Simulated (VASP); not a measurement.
## Se: relaxation of cell and atoms with PBEsol

Se:

```xyz
1
Lattice="1.8712 1.0804 0.8798 -1.8712 1.0804 0.8798 0.0000 -2.1607 0.8798" Properties=species:S:1:pos:R:3 pbc="T T T"
Se    0.0000    0.0000    0.0000
```

This isn't the form of Se at room conditions, which is trigonal, of chains.

```json
{
  "Program": "VASP 6.6.1",
  "Task": "relaxation of cell and atoms",
  "Functional": "PBEsol",
  "Potentials or basis": "VASP PAW PBE potentials, release 64 (Se)",
  "Cutoff": "520 eV",
  "k mesh": "6 × 6 × 6",
  "Occupations": "gaussian, width 0.1 eV",
  "Spin": "no spin polarisation",
  "Target pressure": "250 GPa",
  "Further INCAR settings": "ALGO = Normal; EDIFF = 1e-07; IBRION = 2; EDIFFG = -0.002; NSW = 80; ISIF = 3"
}
```

| Quantity | Value |
| --- | --- |
| Relaxed volume | 9.82 Å³/atom |
| Relaxed cell | a = 2.303 Å, b = 2.303 Å, c = 2.303 Å, α = 108.22°, β = 108.22°, γ = 108.22° |
| Space group after relaxing (to 0.05 Å) | R-3m (No. 166) |
| Energy change on relaxing (the enthalpy is what falls) | +1112.1 meV/atom |
| Ionic steps | 15 |
| Pressure after relaxing | 250.0 GPa |
| Band gap on the k mesh | none (metal or under the smearing width) |

The path:
| step | energy change (eV) | largest force (eV/Å) | pressure (GPa) | volume (Å³) |
| --- | --- | --- | --- | --- |
| 1 | 0.0000 | 0.0000 | 187.50 | 10.67 |
| 2 | 21.1971 | 0.0000 | 1759.85 | 5.45 |
| 3 | 0.7621 | 0.0000 | 232.67 | 10.09 |
| 4 | 0.9350 | 0.0000 | 243.14 | 9.97 |
| 5 | 1.0487 | 0.0000 | 250.03 | 9.90 |
| 6 | 1.0252 | 0.0000 | 248.61 | 9.91 |
| 7 | 1.0328 | 0.0000 | 248.33 | 9.91 |
| 8 | 1.0461 | 0.0000 | 246.12 | 9.89 |
| 9 | 1.0842 | 0.0000 | 247.74 | 9.84 |
| 10 | 1.0570 | 0.0000 | 246.74 | 9.86 |
| 11 | 1.0635 | 0.0000 | 246.98 | 9.85 |
| 12 | 1.2543 | 0.0000 | 258.56 | 9.73 |
| 13 | 1.1065 | 0.0000 | 249.59 | 9.82 |
| 14 | 1.1171 | 0.0000 | 250.32 | 9.82 |
| 15 | 1.1121 | 0.0000 | 249.99 | 9.82 |

Final structure:
```cif
data_structure
_symmetry_space_group_name_H-M 'P 1'
_symmetry_Int_Tables_number 1
_cell_length_a 2.3034
_cell_length_b 2.3034
_cell_length_c 2.3034
_cell_angle_alpha 108.220
_cell_angle_beta 108.220
_cell_angle_gamma 108.220
_cell_volume 9.82
loop_
_atom_site_label
_atom_site_type_symbol
_atom_site_fract_x
_atom_site_fract_y
_atom_site_fract_z
_atom_site_occupancy
Se1 Se 0.00000 0.00000 0.00000 1
```

Levels at points of the mesh, in eV from the Fermi level:
```csv
k point,band 1,band 2,band 3,band 4,band 5,band 6,band 7
"(0.00, 0.00, 0.00)",-26.55,7.34,9.11,9.11,13.33,13.33,14.94
"(0.50, 0.00, 0.00)",-17.49,-15.54,1.12,4.34,6.95,8.98,24.44
"(0.50, 0.50, 0.00)",-16.13,-15.18,-0.79,4.40,5.45,8.83,22.32
"(0.50, 0.50, 0.50)",-7.97,-7.97,-7.19,-6.71,-1.04,-1.04,28.76
```

It took 19 s on 1 thread of Intel(R) Xeon(R) Platinum 8488C (Sapphire Rapids), with other jobs on the host, peak memory 0.13 GiB.

Caveat: the k mesh is coarse (spacing up to 0.51 Å⁻¹), so the values aren't converged; the cell is relaxed towards a set pressure, so the enthalpy falls and the energy may rise; the PAW data sets were made with another functional, which shifts forces and pressure a little.
